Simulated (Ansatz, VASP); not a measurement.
# HfO2 in VASP and in Ansatz

INCAR

```
ALGO = Normal
EDIFF = 1E-6
ENCUT = 520
GGA = PE
ISIF = 2
ISMEAR = 0
LASPH = True
LCHARG = False
LREAL = False
LWAVE = False
NBANDS = 18
NELM = 100
PREC = Accurate
SIGMA = 0.05
```

File KPOINTS:

```
k-points
0
Gamma
  8 8 8
```

The input POSCAR:

```
HfO2
1.0
    0.0000000000      2.5488057612      2.5488057612
    2.5488057612      0.0000000000      2.5488057612
    2.5488057612      2.5488057612      0.0000000000
Hf O
1 2
Direct
    0.0000000000      0.0000000000      0.0000000000
    0.2794255455      0.2794255455      0.1373464433
    0.7500000000      0.7500000000      0.7500000000
```

Input for Ansatz:

```yaml
crystal:
  lattice:
    - [0.0, 2.5488057612, 2.5488057612]
    - [2.5488057612, 0.0, 2.5488057612]
    - [2.5488057612, 2.5488057612, 0.0]
  atoms:
    - { symbol: Hf, position: [0.0, 0.0, 0.0] }
    - { symbol: O, position: [0.2794255455, 0.2794255455, 0.1373464433] }
    - { symbol: O, position: [0.75, 0.75, 0.75] }
basis:
  ecutwfc: 420
kpoints:
  mp_grid: { grid: [8, 8, 8] }
hamiltonian:
  xc: pbe
scf:
  occupations: { method: gaussian, width: 0.05 }
output:
  forces: true
  stress: true
  eigenvalues: true
```

Alike in both runs: task single point; functional PBE; k mesh 8 × 8 × 8; occupations gaussian, width 0.05 eV; no spin polarisation.

|  | VASP | Ansatz |
| --- | --- | --- |
| version | VASP 6.6.1 | Ansatz 0.2.0 |
| potentials or method | VASP PAW PBE potentials, release 64 (Hf_pv, O) | scalar-relativistic, plane waves, PAW |
| plane-wave cutoff (eV) | 520 | 420 |
| valence electrons in the cell | 22 | 38 |

VASP gave:

```
gap on the k mesh at the Fermi level (eV)       : 3.77
least direct gap on the mesh (eV)               : 3.94
pressure (GPa)                                  : 2.6
largest component of the traceless stress (GPa) : 5.94
rms of the force components (eV/Å)              : 1.150
```

Estimate Ansatz's values.

gap on the k mesh at the Fermi level (eV): 3.77; least direct gap on the mesh (eV): 3.94; pressure (GPa): 6.1; largest component of the traceless stress (GPa): 6.46; rms of the force components (eV/Å): 1.160.

Atom by atom the forces differ by 0.011 eV/Å (rms over components). The functional is the same, so the differences come from potentials, cutoffs and numerics. The two sets of potentials don't hold the same shells in valence.

Caveats: spin-orbit coupling is left out, which moves the levels of the heavy elements; forces of over 1 eV/Å show positions far from the minimum, so gaps and moduli don't describe the material at rest. A k mesh can miss the band edges.
